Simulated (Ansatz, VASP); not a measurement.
KF: VASP beside Ansatz

```
K F
1.0
     0.00000    2.65421    2.65421
     2.65421    0.00000    2.65421
     2.65421    2.65421    0.00000
K F
1 1
Cartesian
  0.0000 0.0000 0.0000
  2.6542 2.6542 2.6542
```

Alike in both runs: functional PBEsol; k mesh 8 × 8 × 8; occupations gaussian, width 0.02 eV; no spin polarisation.

Ansatz relaxed the structure, and its values are those at the end. VASP's run is a single point on that final structure, the one shown.

|  | VASP | Ansatz |
| --- | --- | --- |
| version | VASP 6.6.1 | Ansatz 0.2.0 |
| potentials or method | VASP PAW PBE potentials, release 64 (K_sv, F) | scalar-relativistic, plane waves, PAW |
| plane-wave cutoff (eV) | 520 | 420 |
| valence electrons in the cell | 16 | 16 |

|  | VASP | Ansatz | Ansatz less VASP |
| --- | --- | --- | --- |
| gap on the k mesh at the Fermi level (eV) | 6.13 | 6.15 | +0.017 |
| least direct gap on the mesh (eV) | 6.13 | 6.15 | +0.017 |
| pressure (GPa) | 0.0 | 0.0 | -0.06 |

Caveats: the PAW data sets were made with another functional, which shifts forces and pressure a little (VASP). A k mesh can miss the band edges.
